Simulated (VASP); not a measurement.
# P: convergence, self-consistent run

P, Cmce (no. 64), 4 atoms in the cell. PBE with TS; PAW potentials P (PBE set). VASP 6.6.1.

Wanted: energy within 2 meV/atom; pressure within 0.1 GPa.

POSCAR:
```
P
1.0
    1.6477431241     -5.4650377251      0.0000000000
    1.6477431241      5.4650377251      0.0000000000
    0.0000000000      0.0000000000      4.5436355900
P
4
Direct
    0.9041431300      0.0958568700      0.5888151700
    0.0958568700      0.9041431300      0.4111848300
    0.5958568700      0.4041431300      0.0888151700
    0.4041431300      0.5958568700      0.9111848300
```

## Self-consistent screening

| Self-consistent screening | Energy less reference (meV/atom) | Pressure (GPa) | SCF iterations | Time (s) |
|---|---|---|---|---|
| default | 0.0 | 0.97 | 13 | 64 |
| SCSRAD = 30 | 0.0 | 0.97 | 13 | 51 |
| SCSRAD = 60 | 0.0 | 0.97 | 13 | 52 |
| LSCALER0 = F | 36.9 | 1.50 | 13 | 70 |

Chosen: default; no other choice that stays within half of the tolerance saves 30 % of the time.

## The input

INCAR:
```
SYSTEM = P
ALGO     = Normal         ! electronic algorithm
EDIFF    = 1E-7           ! SCF threshold, eV
ENCUT    = 520            ! plane-wave cutoff, eV
ISIF     = 2              ! what is computed and relaxed
ISMEAR   = 0              ! smearing method
IVDW     = 2              ! dispersion correction
LASPH    = .True.         ! aspherical terms in the spheres
LCHARG   = .False.        ! write CHGCAR
LREAL    = .False.        ! projectors in reciprocal space
LVDWSCS  = .True.       
LWAVE    = .False.        ! write WAVECAR
NELM     = 100            ! most SCF steps
PREC     = Accurate       ! precision mode
SIGMA    = 0.02           ! smearing width, eV
```

KPOINTS:
```
k-points
0
Gamma
  6 6 4
```

Commands:
```
cat potpaw_PBE.64/P/POTCAR > POTCAR
mpirun -np 1 vasp_std > vasp.out
```

The chosen input took VASP 6.6.1 64 s on 1 core (Intel Xeon Platinum 8259CL @ 2.50GHz (Skylake/Cascade Lake)), a shared host.
